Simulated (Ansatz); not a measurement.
Na2S:

```
S Na
1.0
     0.00000    3.27350    3.27350
     3.27350    0.00000    3.27350
     3.27350    3.27350    0.00000
S Na
1 2
Cartesian
  0.0000 0.0000 0.0000
  4.9102 4.9102 4.9102
  1.6367 1.6367 1.6367
```

Base run:

* Program: Ansatz 0.2.0
* Functional: PBEsol
* Potentials or basis: Ansatz PAW
* Cutoff: 420 eV
* Density cutoff: 1680 eV
* k mesh: 7 × 7 × 7
* Occupations: gaussian, width 0.1 eV
* Spin: no spin polarisation

Its results: band gap on the k mesh 2.36 eV, direct; pressure -0.6 GPa.

Task: After a change of settings the same cell gave: band gap on the k mesh 2.24 eV, direct; pressure -2.2 GPa. Which change was it?
A. functional from PBEsol to r2SCAN; cutoff from 420 eV to 500 eV; density cutoff from 1680 eV to 2000 eV; occupations from gaussian, width 0.1 eV to fermi-dirac, width 0.05 eV
B. k mesh from 7 × 7 × 7 to 8 × 8 × 8; occupations from gaussian, width 0.1 eV to fixed; potential files from those of the base run to others of the same set
C. functional from PBEsol to LDA
D. functional from PBEsol to PBE; occupations from gaussian, width 0.1 eV to fermi-dirac, width 0.05 eV

Result: C.

LDA binds more tightly than PBEsol, so the same cell stands under less pressure.

Caveats: odd divisions of the mesh miss points on the zone boundary, where band edges often lie, so the gap on the mesh can be too wide; the PAW data sets come from PBE, with cores solved anew for the run's functional, which leaves a small shift of forces and pressure.

Not every run made on this cell is shown here.
